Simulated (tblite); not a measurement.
Species: C7H8.
Numbering: `[CH:1]1=[CH:2][C@@H:3]2[CH:4]=[CH:5][C@H:6]1[CH2:7]2` (hydrogens: H8 on C1; H9 on C2; H10 on C3; H11 on C4; H12 on C5; H13 on C6; H14, H15 on C7)

Calculated harmonic vibrations of the isolated species, GFN2-xTB (tblite), most abundant isotopes, no scaling. The method is semi-empirical: single wavenumbers can be off by several per cent or more.

Harmonic wavenumbers (cm⁻¹): 427.1, 427.4, 472.2, 524.8, 683.9, 752.5, 774.8, 813.4, 827.6, 830.8, 840.1, 926.8, 956.9, 961.4, 964.2, 998.5, 1010.0, 1031.1, 1067.5, 1093.5, 1119.1, 1177.3, 1200.4, 1205.1, 1229.6, 1230.0, 1250.5, 1287.0, 1484.5, 1635.5, 1670.1, 2990.1, 2995.0, 3024.2, 3024.5, 3134.2, 3136.0, 3151.5, 3153.3.

A = 4331, B = 3719, C = 3291 MHz; mass 92.063 u (most abundant isotopes); point group C2v, symmetry number 2.

Problem. What is the zero-point energy?

Solution. Half the sum of the wavenumbers: 27741 cm⁻¹ = 331.86 kJ/mol.

Problem. What is S at 500 K and 1 bar for an ideal gas of classical rigid rotors and harmonic oscillators?

Solution. Translation 176.00, rotation 110.34, vibration 76.15: S = 362.5 J/(mol K).

Problem. And Cp and H(500 K) − H(0)?

Solution. Cp = 172.20 J/(mol K), of which vibrations give 138.94 (their classical limit is 39 R = 324.3); H(500 K) − H(0) = 42.98 kJ/mol without the zero-point energy, 26.35 from vibrations.

Problem. What must be added to the electronic energy to get the Gibbs energy at 500 K and 1 bar?

Solution. ZPE + [H(500 K) − H(0)] − T·S = 331.86 + 42.98 − 181.25 = 193.59 kJ/mol.

Problem. How do the functions run with temperature in this model?

Solution. 
```csv
T (K),S (J/(mol K)),Cp (J/(mol K)),H − H(0) (kJ/mol),G − H(0) (kJ/mol),ln q(vib)
150,248.9,43.8,5.31,-32.03,0.06
250,278.2,76.8,11.19,-58.37,0.41
298.15,293.5,96.9,15.37,-72.13,0.73
400,327.9,138.3,27.39,-103.75,1.65
600,396.4,199.1,61.59,-176.23,4.16
900,488.3,252.7,130.14,-309.31,8.54
```

q(vib) and H(0) count from the zero-point level.

Problem. Which modes carry the vibrational entropy at 500 K?

Solution. 427.1 cm⁻¹: 7.10; 427.4 cm⁻¹: 7.10; 472.2 cm⁻¹: 6.38; 524.8 cm⁻¹: 5.63; 683.9 cm⁻¹: 3.91; 752.5 cm⁻¹: 3.35 J/(mol K); the other 33 give 42.68 together.

On one thread of an Arm Neoverse V2, shared host with 48 logical CPUs at a one-minute load of 36, this took 0.29 s. This covers the Hessian and the dipole derivatives.
